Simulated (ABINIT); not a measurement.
The system is GaSb.

```
Sb Ga
1.0
     0.00000    3.05900    3.05900
     3.05900    0.00000    3.05900
     3.05900    3.05900    0.00000
Sb Ga
1 1
Cartesian
  4.5885 4.5885 4.5885
  0.0000 0.0000 0.0000
```

Base run:

| Quantity | Value |
| --- | --- |
| Program | ABINIT 10.8.3 (patched build) |
| Functional | PBEsol |
| Potentials or basis | PseudoDojo NC SR PBEsol v0.4.1 standard |
| Cutoff | 980 eV |
| k mesh | 6 × 6 × 6 |
| Occupations | fermi-dirac, width 0.05 eV |
| Spin | no spin polarisation |

Its results: band gap on the k mesh none (metal or under the smearing width); pressure -1.5 GPa.

Question: The run is repeated on the same cell with these changes: potentials or basis from PseudoDojo NC SR PBEsol v0.4.1 standard to JTH PAW PBE v2.0 sp; cutoff from 980 eV to 408 eV; valence electrons from 28 to 18. What comes out?

Answer: Band gap on the k mesh none (metal or under the smearing width); pressure 0.1 GPa.

Caveats: this crystal is a semiconductor, whose small gap the functional closes, so the metal is an error of the method; the cutoff is short for stress, so the pressure is rough (some runs); the PAW data sets were made with another functional, which shifts forces and pressure a little (some runs); this set keeps more shells in the core, which shifts pressures and gaps (some runs).
